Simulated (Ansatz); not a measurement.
Computed with Ansatz, DFT PBE, scalar-relativistic, plane waves, PAW.

Cutoff 420 eV; k points 8×8×8 on the computed 2-atom cell (Γ-centred); Gaussian smearing, width 0.02 eV; no spin polarisation.

Structure with the computed forces (eV/Å) in the last three columns:

```xyz
2
Lattice="0.0000 2.7731 2.7731 2.7731 0.0000 2.7731 2.7731 2.7731 0.0000" Properties=species:S:1:pos:R:3:forces:R:3 pbc="T T T" pressure_GPa=1.65
Ag    2.7731    2.7731    2.7731    0.0000   -0.0220   -0.0470
Cl   -0.0001   -0.0192   -0.0407    0.0000    0.0220    0.0470
```

Stress tensor (GPa, compression positive):

```
 1.61  0.00  0.00
 0.00  1.63 -0.01
 0.00 -0.01  1.69
```